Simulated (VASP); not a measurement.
Crystal: MgI2.

```
CELL_PARAMETERS angstrom
4.14000 0.00000 0.00000
-2.07000 3.58535 0.00000
0.00000 0.00000 6.88000
ATOMIC_POSITIONS crystal
I 0.66667 0.33333 0.75000
I 0.33333 0.66667 0.25000
Mg 0.00000 0.00000 0.00000
```

Base run:

| Quantity | Value |
| --- | --- |
| Program | VASP 6.6.1 |
| Functional | PBEsol |
| Potentials or basis | VASP PAW PBE potentials, release 64 (I, Mg) |
| Cutoff | 520 eV |
| k mesh | 8 × 8 × 4 |
| Occupations | fermi-dirac, width 0.05 eV |
| Spin | no spin polarisation |

Its results: band gap on the k mesh 3.42 eV, indirect (least direct gap 3.51 eV).

Problem. After a change of settings the same cell gave: band gap on the k mesh 4.44 eV, indirect (least direct gap 4.87 eV). Which change was it?
A. functional from PBEsol to TB-mBJ; further incar settings from ALGO = Normal; EDIFF = 1e-07; NBANDS = 15 to ALGO = Normal; EDIFF = 1e-07
B. functional from PBEsol to PBE
C. functional from PBEsol to LAK; further incar settings from ALGO = Normal; EDIFF = 1e-07; NBANDS = 15 to ALGO = Normal; EDIFF = 1e-06

Solution. A.

Caveats: spin-orbit coupling is left out, which moves the levels of the heavy elements.

Not every run made on this cell is shown here.
